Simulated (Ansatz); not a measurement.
Band transport in GaN

All numbers below come from DFT PBEsol, scalar-relativistic, plane waves, PAW in Ansatz 0.2.0. Settings: 420 eV plane-wave cutoff, Γ-centred 10×10×10 mesh, Gaussian smearing of 0.02 eV. No spin polarisation.

Relaxed structure:
```xyz
2
Lattice="0.0000 2.2491 2.2491 2.2491 0.0000 2.2491 2.2491 2.2491 0.0000" Properties=species:S:1:pos:R:3 pbc="T T T"
Ga    0.0000    0.0000    0.0000
N     3.3736    3.3736    3.3736
```

Constant relaxation time and rigid bands. The levels are interpolated over the whole zone and filled by a Fermi function at the stated temperature, with the chemical potential set by the electron count. The Kohn–Sham gap on the mesh is 1.70 eV and isn't corrected.

Task: Give the Seebeck coefficient (μV/K; xx, yy, zz) and the conductivity masses (m_e; principal values, sorted) at 300 K against doping (cm⁻³).

Result:
```csv
doping,S,m*
n 1e18,-260 -260 -260,0.17 0.17 0.17
n 1e19,-98 -98 -98,0.18 0.18 0.18
n 1e20,-27 -27 -27,0.24 0.24 0.24
n 1e21,-9 -9 -9,0.45 0.45 0.45
p 1e18,631 631 631,0.94 0.94 0.94
p 1e19,433 433 433,0.94 0.94 0.94
p 1e20,240 240 240,0.94 0.94 0.94
p 1e21,82 82 82,0.97 0.97 0.97
```

Task: At 10¹⁸ cm⁻³, which carrier is lighter?

Result: Electrons, 0.17 against 0.94 m_e (harmonic means of the principal values).

This zinc-blende form isn't the usual stable structure of the compound.

Cost: 1 run of about 2 core-minutes, on Intel Xeon Platinum 8488C (Sapphire Rapids) (shared hosts).